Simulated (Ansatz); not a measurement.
Base system: GeO2 (space group P3_121, No. 152; a = 5.093 Å, c = 5.768 Å). Axes: x lies along a and z along c of the hexagonal cell.

The values are results of DFT with PBE, PAW potentials and a 420 eV plane-wave cutoff in Ansatz (a program for electronic structure), no SOC, not measurements.

For the base:

The electron mass comes out as 0.41 mₑ along c, 0.45 mₑ across (at Γ), the smallest direct gap is 3.29 eV and the pressure is 0.00 GPa.

It is then changed as follows: tensile biaxial strain of 0.63 % in the plane normal to [001], as in epitaxy on a mismatched substrate; the out-of-plane cell vector and the atoms relax.

Q: What does the calculation give for the electron mass after the change?

A: The electron mass goes from 0.41 mₑ along c, 0.45 mₑ across (at Γ) to 0.39 mₑ out of plane, 0.44 mₑ in plane (at Γ).

Q: What does the calculation give for the smallest direct gap after the change?

A: The smallest direct gap shrinks by 0.01 eV, from 3.29 eV to 3.28 eV.

Q: Estimate the effect on the pressure.

A: The pressure (mean of the normal stresses, compression positive) goes from zero to -0.29 GPa.

Q: What happens to the out-of-plane strain?

A: The out-of-plane strain is -0.31 %.

Masses are band curvatures over ±0.01 Å⁻¹ around the edge. No phonon test of stability was made.
